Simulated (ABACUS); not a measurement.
A run of ABACUS 3.10.1 is set up as follows.

INPUT

```
INPUT_PARAMETERS
suffix              Sc
calculation         scf
basis_type          pw
pseudo_dir          ./
symmetry            1
dft_functional      pbe
ecutwfc             40
pseudo_rcut         10
nspin               1
nbands              15
ks_solver           dav
smearing_method     fd
smearing_sigma      0.00367493
scf_thr             1e-08
scf_nmax            100
mixing_type         broyden
mixing_beta         0.7
cal_force           1
cal_stress          1
ecutrho             320
kpar                4
```

STRU

```
ATOMIC_SPECIES
Sc 44.9559 sc_pbe_v1.uspp.F.UPF

LATTICE_CONSTANT
1.8897261246

LATTICE_VECTORS
3.3090000000 0.0000000000 0.0000000000
-1.6545000000 2.8656780611 0.0000000000
0.0000000000 0.0000000000 5.2733000000

ATOMIC_POSITIONS
Cartesian

Sc
0.0
2
1.6545000002 0.9552260203 3.9549750000 1 1 1
-0.0000000002 1.9104520408 1.3183250000 1 1 1
```

Contents of KPT:

```
K_POINTS
0
Gamma
6 6 4 0 0 0
```

Potentials or basis: GBRV ultrasoft 1.5 PBE, plane waves.

Launch:

```bash
$ OMP_NUM_THREADS=1 mpirun -np 4 abacus > log
```

Task: What does it give for the band gap on the k mesh?

Result: None (metal or under the smearing width).

Task: Estimate the pressure.

Result: -1.0 GPa.

Stress tensor (GPa, compression positive):
```
-0.23  0.00  0.00
 0.00 -0.23  0.00
 0.00  0.00 -2.42
```

Caveat: the k mesh is coarse (spacing up to 0.37 Å⁻¹), so the values aren't converged.
